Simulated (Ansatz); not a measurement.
Method: DFT PBE, scalar-relativistic, plane waves, PAW (Ansatz 0.2.0). All cells share a 420 eV cutoff and Γ-centred k meshes spaced at most about 0.3 Å⁻¹ (about 0.25 or finer for metals, 2π included). No spin polarisation.

Temperature and zero-point effects are left out.

Two forms of TaSi2 were relaxed alike.

A.

```yaml
crystal:
  lattice:
    - [4.40750, 0.00000, 0.00000]
    - [-2.20375, 3.81701, 0.00000]
    - [0.00000, 0.00000, 2.64895]
  atoms:
    - { symbol: Ta, position: [0.00000, 0.00000, 0.00000] }
    - { symbol: Si, position: [0.66667, 0.33333, 0.50000] }
    - { symbol: Si, position: [0.33333, 0.66667, 0.50000] }
```

B.

```yaml
crystal:
  lattice:
    - [0.00000, 4.26601, 4.33061]
    - [2.39986, 0.00000, 4.33061]
    - [2.39986, 4.26601, 0.00000]
  atoms:
    - { symbol: Ta, position: [0.25000, 0.25000, 0.25000] }
    - { symbol: Ta, position: [0.00000, 0.00000, 0.00000] }
    - { symbol: Si, position: [0.90080, 0.59920, 0.90080] }
    - { symbol: Si, position: [0.34920, 0.65080, 0.34920] }
    - { symbol: Si, position: [0.65080, 0.34920, 0.65080] }
    - { symbol: Si, position: [0.59920, 0.90080, 0.59920] }
```

Problem. Which is lower in energy, and by how much?

Solution. B is lower, by 0.47 eV/atom. A has space group P6/mmm (No. 191), 14.9 Å³/atom and no gap on its mesh; B has space group Fddd (No. 70), 14.8 Å³/atom and no gap. Counting Si atoms around Ta (those within 1.25 times the shortest such distance or 1.15 times the sum of covalent radii; a plus sign parts nearer from farther groups), A has Ta 12 and B has Ta 8+2. A and B both hold Si–Si bonds in all directions. In A, Ta has 2 Ta at 2.65 Å and 12 Si at 2.87 Å; around Si lie 5 Si at 2.54–2.65 Å and 6 Ta at 2.87 Å. In B, around Ta lie 8 Si at 2.62–2.72 Å, 2 Si at 2.98 Å and 4 Ta at 3.27 Å; Si has 3 Si at 2.51–2.57 Å, 4 Ta at 2.62–2.72 Å, 2 Si at 2.94 Å, 1 Ta at 2.98 Å and 4 Si at 3.27 Å. Origin: A, invented; B, invented, then shaken at random and relaxed again. The lowest form computed isn't among them: it has space group P6_422 (No. 181), 14.7 Å³/atom, is reached from a cell as deposited in COD and lies 32 meV/atom below the best shown.

Spin–orbit coupling, which can matter for Ta, is left out. Cells relaxed within their symmetry can be saddle points. Some types were kept out of the candidates beforehand, so the set may lack a known form.
